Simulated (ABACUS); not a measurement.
# BN (R3m) in ABACUS: notebook

Runs on BN. Level: HCTH407. Tasks: equation of state.

Everything below comes from runs of ABACUS 3.10.1. Logs are shortened: lines on timing, memory, paths and dates and some standing lists are left out, and cuts for length are marked.

## 1. The structure

The structure is trigonal, space group R3m (No. 160). The conventional cell has a = 2.502 Å, b = 2.502 Å, c = 10.119 Å, α = 90.00°, β = 90.00°, γ = 120.00°. Around N (site symmetry 3m) lie 3 B at 1.44 Å. B (site symmetry 3m) has 3 N at 1.44 Å as nearest neighbours.

The cell is a database's computed one.

## 2. Equation of state, HCTH407, 8.60 Å³/atom (volume scaled by 0.94)

Contents of run_abacus.py:

```python
"""ABACUS run from a structure file: ASE reads it, the script writes STRU, KPT and INPUT."""
import re
import subprocess
from ase.io import read
from ase.units import Bohr

atoms = read("POSCAR")
atoms = atoms[(-atoms.numbers).argsort(kind="stable")]  # ABACUS lists atoms element by element
pseudo = {'N': 'N.upf', 'B': 'B.upf'}
orbital = {}
magmoms = None
kmesh = [10, 10, 10]
params = {
    'suffix': 'BN',
    'calculation': 'scf',
    'basis_type': 'pw',
    'pseudo_dir': './',
    'symmetry': 1,
    'dft_functional': 'GGA_XC_HCTH_407',
    'ecutwfc': 92,
    'pseudo_rcut': 10,
    'nspin': 1,
    'nbands': 8,
    'ks_solver': 'dav',
    'smearing_method': 'fd',
    'smearing_sigma': 0.00367493,
    'scf_thr': 1e-08,
    'scf_nmax': 100,
    'mixing_type': 'broyden',
    'mixing_beta': 0.7,
    'cal_force': 1,
    'cal_stress': 1,
    'kpar': 4,
}

symbols = atoms.get_chemical_symbols()
elements = list(dict.fromkeys(symbols))
lines = ["ATOMIC_SPECIES"] + [f"{e} {atoms.get_masses()[symbols.index(e)]:.4f} {pseudo[e]}" for e in elements]
if orbital:
    lines += ["", "NUMERICAL_ORBITAL"] + [orbital[e] for e in elements]
lines += ["", "LATTICE_CONSTANT", f"{1 / Bohr:.10f}", "", "LATTICE_VECTORS"]
lines += [" ".join(f"{x:.10f}" for x in v) for v in atoms.cell]
lines += ["", "ATOMIC_POSITIONS", "Direct"]
for e in elements:
    lines += ["", e, "0.0", str(symbols.count(e))]
    for i, p in enumerate(atoms.get_scaled_positions(wrap=False)):
        if symbols[i] == e:
            mag = "" if magmoms is None else " mag " + " ".join(str(x) for x in (magmoms[i] if isinstance(magmoms[i], list) else [magmoms[i]]))
            lines.append(" ".join(f"{x:.10f}" for x in p) + " 1 1 1" + mag)
open("STRU", "w").write("\n".join(lines) + "\n")
open("KPT", "w").write("K_POINTS\n0\nGamma\n%d %d %d 0 0 0\n" % tuple(kmesh))
open("INPUT", "w").write("INPUT_PARAMETERS\n" + "".join(f"{k:<20s}{v}\n" for k, v in params.items()))

done = subprocess.run(['mpirun', '-np', '4', 'abacus'])
if done.returncode:
    raise SystemExit(done.returncode)
log = open("OUT.BN/running_scf.log").read()
print("final energy (eV):", re.findall(r"FINAL_ETOT_IS (\S+)", log))
```

Contents of POSCAR:

```
BN
1.0
    1.2255815191      0.7075898200      3.3040796871
   -1.2255815191      0.7075898200      3.3040796871
    0.0000000000     -1.4151796399      3.3040796871
N B
1 1
Direct
    0.6672382000      0.6672382000      0.6672382000
    0.0003288000      0.0003288000      0.0003288000
```

Potentials or basis: Ansatz NC PBE, plane waves.

Run with:

```console
OMP_NUM_THREADS=1 python run_abacus.py > log
```

running log:

```text
[... set-up lines left out ...]
 PW ALGORITHM --------------- ION=   1  ELEC=   1--------------------------------

 Density error is 0.463420343442
                          Error Threshold = 0.01
----------------------------------------------------------
     Energy           Rydberg                 eV
----------------------------------------------------------
 E_KohnSham     -27.8865272203       -379.4156676277
 E_Harris       -25.4868588319       -346.7665042353
 E_Fermi        0.2492594641         3.3913489922
----------------------------------------------------------

 PW ALGORITHM --------------- ION=   1  ELEC=   2--------------------------------

 Density error is 0.114372950973
                          Error Threshold = 0.00579275429302
----------------------------------------------------------
     Energy           Rydberg                 eV
----------------------------------------------------------
 E_KohnSham     -27.9845899129       -380.7498790089
 E_Harris       -28.6688177557       -390.0592764007
 E_Fermi        0.5722549641         7.7859282203
----------------------------------------------------------

 PW ALGORITHM --------------- ION=   1  ELEC=   3--------------------------------

 Density error is 0.00434717225363
                          Error Threshold = 0.00142966188716
----------------------------------------------------------
     Energy           Rydberg                 eV
----------------------------------------------------------
 E_KohnSham     -28.0080272578       -381.0687604453
 E_Harris       -27.7619159163       -377.7202438590
 E_Fermi        0.5522604701         7.5138891729
----------------------------------------------------------

 PW ALGORITHM --------------- ION=   1  ELEC=   4--------------------------------

 Density error is 0.000174042911313
                          Error Threshold = 5.43396531703e-05
----------------------------------------------------------
     Energy           Rydberg                 eV
----------------------------------------------------------
 E_KohnSham     -28.0089981826       -381.0819705546
 E_Harris       -27.9849042581       -380.7541558941
 E_Fermi        0.5742717775         7.8133683745
----------------------------------------------------------

 PW ALGORITHM --------------- ION=   1  ELEC=   5--------------------------------

 Density error is 1.44751846159e-05
                          Error Threshold = 2.17553639141e-06
----------------------------------------------------------
     Energy           Rydberg                 eV
----------------------------------------------------------
 E_KohnSham     -28.0090592884       -381.0828019424
 E_Harris       -28.0070756844       -381.0558136253
 E_Fermi        0.5771606114         7.8526729760
----------------------------------------------------------

 PW ALGORITHM --------------- ION=   1  ELEC=   6--------------------------------

 Density error is 1.31554744308e-07
                          Error Threshold = 1.80939807699e-07
----------------------------------------------------------
     Energy           Rydberg                 eV
----------------------------------------------------------
 E_KohnSham     -28.0090650162       -381.0828798728
 E_Harris       -28.0092613689       -381.0855513886
 E_Fermi        0.5787380481         7.8741351039
----------------------------------------------------------

 PW ALGORITHM --------------- ION=   1  ELEC=   7--------------------------------

 Density error is 3.14922784021e-08
                          Error Threshold = 1.64443430385e-09
----------------------------------------------------------
     Energy           Rydberg                 eV
----------------------------------------------------------
 E_KohnSham     -28.0090652474       -381.0828830185
 E_Harris       -28.0085407419       -381.0757467545
 E_Fermi        0.5788315350         7.8754070575
----------------------------------------------------------

 PW ALGORITHM --------------- ION=   1  ELEC=   8--------------------------------

 Density error is 2.61191514868e-10
                          Error Threshold = 3.93653480026e-10
----------------------------------------------------------
     Energy           Rydberg                 eV
----------------------------------------------------------
 E_KohnSham     -28.0090652564       -381.0828831408
 E_KS(sigma->0) -28.0090652564       -381.0828831408
 E_Harris       -28.0090334652       -381.0824505987
 E_band         -1.3705927420        -18.6478709290
 E_one_elec     -8.0708562178        -109.8096323013
 E_Hartree      8.5622610230         116.4955376768
 E_xc           -10.1041650178       -137.4742177747
 E_Ewald        -18.3963050438       -250.2945707415
 E_entropy(-TS) -0.0000000000        -0.0000000000
 E_descf        0.0000000000         0.0000000000
 E_exx          0.0000000000         0.0000000000
 E_Fermi        0.5788627665         7.8758319846
----------------------------------------------------------

 charge density convergence is achieved
 final etot is -381.08288314 eV
 EFERMI = 7.8758319846 eV

 STATE ENERGY(eV) AND OCCUPATIONS    NSPIN == 1
 1/29 kpoint (Cartesian) = 0.0000 0.0000 0.0000 (1741 pws)
       1       -13.2198     0.00200000
       2       0.548823     0.00200000
       3        3.64426     0.00200000
       4        3.64426     0.00200000
       5        11.0466    5.75214e-31
       6        17.1228    9.60844e-84
       7        17.1228    9.60844e-84
       8        18.8734        0.00000

 2/29 kpoint (Cartesian) = 0.040797 0.023554 0.010089 (1728 pws)
       1       -13.0146      0.0120000
       2       0.774571      0.0120000
       3        2.83583      0.0120000
       4        3.26150      0.0120000
       5        11.4430    1.24546e-33
       6        17.0832    1.27385e-82
       7        18.0161        0.00000
       8        18.1483        0.00000

 3/29 kpoint (Cartesian) = 0.081594 0.047108 0.020177 (1721 pws)
       1       -12.4156      0.0120000
       2       0.896431      0.0120000
       3        1.44695      0.0120000
       4        2.40151      0.0120000
       5        12.4582    1.89391e-42
       6        16.2976    8.49257e-76
       7        17.0576    2.12385e-82
       8        20.3610        0.00000

 4/29 kpoint (Cartesian) = 0.12239 0.070662 0.030266 (1733 pws)
       1       -11.4896      0.0120000
       2       -1.36459      0.0120000
       3        1.52722      0.0120000
       4        2.47637      0.0120000
       5        13.2841    1.26903e-49
       6        14.5611    1.02646e-60
       7        17.1727    2.12683e-83
       8        23.5079        0.00000

 5/29 kpoint (Cartesian) = 0.16319 0.094217 0.040354 (1725 pws)
       1       -10.4430      0.0120000
       2       -3.33921      0.0120000
       3       0.920796      0.0120000
       4        3.65929      0.0120000
       5        11.5379    1.86682e-34
       6        15.3869    6.90460e-68
       7        17.9397        0.00000
       8        22.5014        0.00000

 6/29 kpoint (Cartesian) = 0.20398 0.11777 0.050443 (1728 pws)
       1       -9.88697     0.00600000
       2       -4.22239     0.00600000
       3       0.707180     0.00600000
       4        4.29509     0.00600000
       5        10.5689    2.43433e-26
       6        15.7215    4.28146e-71
       7        19.1842        0.00000
       8        21.0219        0.00000

[... levels at 23 further k points ...]

------------------------------------------------------------------------------------------
 TOTAL-FORCE (eV/Angstrom)
------------------------------------------------------------------------------------------
                        N1         0.0000000000         0.0000000000        -0.0052476085
                        B1         0.0000000000         0.0000000000         0.0052476085
------------------------------------------------------------------------------------------

----------------------------------------------------------------
 TOTAL-STRESS (KBAR)
----------------------------------------------------------------
       177.9791857850        -0.0000000000         0.0000000000
         0.0000000000       177.9791857848        -0.0000000018
         0.0000000000        -0.0000000018        74.5268564377
----------------------------------------------------------------
 TOTAL-PRESSURE: 143.495076 KBAR

 --------------------------------------------
 !FINAL_ETOT_IS -381.0828831407737880 eV
 --------------------------------------------
```

Wall time 20 s (4 MPI ranks of Intel Xeon Platinum 8259CL at 2.50GHz (Skylake/Cascade Lake), shared host); peak memory 0.36 GiB.

What came out:

```
Free energy            : -381.0829 eV
Pressure               : 14.3 GPa
Largest force          : 0.005 eV/Å
Band gap on the k mesh : 4.64 eV, indirect (least direct gap 5.22 eV)
```

Caveat: the potentials were made for another functional, which shifts forces and pressure.

## 3. Equation of state, HCTH407, 8.96 Å³/atom (volume scaled by 0.98)

run_abacus.py is that of step 2.

Contents of POSCAR:

```
BN
1.0
    1.2427247397      0.7174874630      3.3502965776
   -1.2427247397      0.7174874630      3.3502965776
    0.0000000000     -1.4349749260      3.3502965776
N B
1 1
Direct
    0.6672382000      0.6672382000      0.6672382000
    0.0003288000      0.0003288000      0.0003288000
```

Potentials or basis: Ansatz NC PBE, plane waves.

Run with:

```console
OMP_NUM_THREADS=1 python run_abacus.py > log
```

It took 20 s on 4 MPI ranks of Intel Xeon Platinum 8259CL at 2.50GHz (Skylake/Cascade Lake), shared host; peak memory 0.36 GiB.

It converged, with:

```yaml
Free_energy: -381.1220 eV
Pressure: 3.1 GPa
Largest_force: 0.008 eV/Å
Band_gap_on_the_k_mesh: 4.59 eV, indirect (least direct gap 5.11 eV)
```

Caveat: the potentials were made for another functional, which shifts forces and pressure.

## 4. Equation of state, HCTH407, 9.33 Å³/atom (volume scaled by 1.02)

run_abacus.py is that of step 3.

Contents of POSCAR:

```
BN
1.0
    1.2594075994      0.7271193165      3.3952723682
   -1.2594075994      0.7271193165      3.3952723682
    0.0000000000     -1.4542386330      3.3952723682
N B
1 1
Direct
    0.6672382000      0.6672382000      0.6672382000
    0.0003288000      0.0003288000      0.0003288000
```

Run with:

```console
OMP_NUM_THREADS=1 python run_abacus.py > log
```

Wall time 20 s (4 MPI ranks of Intel Xeon Platinum 8259CL at 2.50GHz (Skylake/Cascade Lake), shared host); peak memory 0.36 GiB.

It converged, with:

```yaml
Free_energy: -381.1143 eV
Pressure: -6.2 GPa
Largest_force: 0.011 eV/Å
Band_gap_on_the_k_mesh: 4.54 eV, indirect (least direct gap 5.00 eV)
```

Caveat: the potentials were made for another functional, which shifts forces and pressure.

## 5. Equation of state, HCTH407, 9.69 Å³/atom (volume scaled by 1.06)

run_abacus.py is that of step 4.

Contents of POSCAR:

```
BN
1.0
    1.2756598126      0.7365025362      3.4390871668
   -1.2756598126      0.7365025362      3.4390871668
    0.0000000000     -1.4730050723      3.4390871668
N B
1 1
Direct
    0.6672382000      0.6672382000      0.6672382000
    0.0003288000      0.0003288000      0.0003288000
```

Run with:

```console
OMP_NUM_THREADS=1 python run_abacus.py > log
```

Run time: 21 s. Hardware: 4 MPI ranks of Intel Xeon Platinum 8259CL at 2.50GHz (Skylake/Cascade Lake), shared host; peak memory 0.36 GiB.

The run converged. Its results:

```yaml
Free_energy: -381.0677 eV
Pressure: -14.0 GPa
Largest_force: 0.013 eV/Å
Band_gap_on_the_k_mesh: 4.48 eV, indirect (least direct gap 4.90 eV)
```

Caveat: the potentials were made for another functional, which shifts forces and pressure.

## 6. Equation of state, HCTH407

Potentials or basis: Ansatz NC PBE, plane waves.

No new run: the results of the series are fitted here.

Results:

| Property | Result |
| --- | --- |
| Equilibrium volume | 9.08 Å³/atom |
| Bulk modulus at fixed shape and positions | 239 GPa |
| Pressure derivative of the bulk modulus | 3.6 (rough: it moves with the points fitted) |

Energy against volume, from the lowest point:
| volume (Å³/atom) | energy (meV/atom) |
| --- | --- |
| 8.596 | 19.55 |
| 8.962 | 0.00 |
| 9.328 | 3.85 |
| 9.693 | 27.14 |

Caveat: the cell was scaled at fixed shape and fractional positions, which overstates the stiffness of a crystal with free parameters, most of all of layers and chains; the potentials were made for another functional, which shifts forces and pressure.
